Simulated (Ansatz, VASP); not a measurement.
# Two plane-wave programs on TlBr

Contents of INCAR:

```
SYSTEM = TlBr
PREC     = Accurate       ! precision mode
ENCUT    = 520            ! plane-wave cutoff, eV
EDIFF    = 1E-6           ! SCF threshold, eV
ISMEAR   = 0              ! smearing method
SIGMA    = 0.1            ! smearing width, eV
LREAL    = .False.        ! projectors in reciprocal space
LASPH    = .True.         ! aspherical terms in the spheres
NELM     = 100            ! most SCF steps
ALGO     = Normal         ! electronic algorithm
ISIF     = 2              ! what is computed and relaxed
LWAVE    = .False.        ! write WAVECAR
LCHARG   = .False.        ! write CHGCAR
GGA      = PS             ! functional
NBANDS   = 17             ! bands
```

The input KPOINTS:

```
regular mesh
0
Gamma
  4 4 4
  0 0 0
```

Contents of POSCAR:

```
TlBr
1.0
    3.9700000000      0.0000000000      0.0000000000
    0.0000000000      3.9700000000      0.0000000000
    0.0000000000      0.0000000000      3.9700000000
Tl Br
1 1
Direct
    0.0000000000      0.0000000000      0.0000000000
    0.5000000000      0.5000000000      0.5000000000
```

Input for Ansatz:

```yaml
crystal:
  lattice:
    - [3.97, 0.0, 0.0]
    - [0.0, 3.97, 0.0]
    - [0.0, 0.0, 3.97]
  atoms:
    - { symbol: Tl, position: [0.0, 0.0, 0.0] }
    - { symbol: Br, position: [0.5, 0.5, 0.5] }
basis:
  ecutwfc: 420
kpoints:
  mp_grid: { grid: [4, 4, 4] }
hamiltonian:
  xc: pbesol
scf:
  occupations: { method: gaussian, width: 0.1 }
output:
  forces: true
  stress: true
  eigenvalues: true
```

Alike in both runs: task single point; functional PBEsol; k mesh 4 × 4 × 4; occupations gaussian, width 0.1 eV; no spin polarisation.

|  | VASP | Ansatz |
| --- | --- | --- |
| version | VASP 6.6.1 | Ansatz 0.2.0 |
| potentials or method | VASP PAW PBE potentials, release 64 (Tl_d, Br) | scalar-relativistic, plane waves, PAW |
| plane-wave cutoff (eV) | 520 | 420 |
| valence electrons in the cell | 20 | 20 |

|  | VASP | Ansatz | Ansatz less VASP |
| --- | --- | --- | --- |
| gap on the k mesh at the Fermi level (eV) | 1.70 | 1.70 | -0.004 |
| least direct gap on the mesh (eV) | 1.70 | 1.70 | -0.004 |
| pressure (GPa) | -0.9 | -0.9 | +0.03 |

The functional is the same, so the differences come from potentials, cutoffs and numerics.

Caveats: the PAW data sets were made with another functional, which shifts forces and pressure a little (VASP); spin-orbit coupling is left out, which as a rule narrows the gap of such compounds by several tenths of an eV. A hybrid or GW would open this gap; PBEsol tends to underestimate it. A k mesh can miss the band edges.
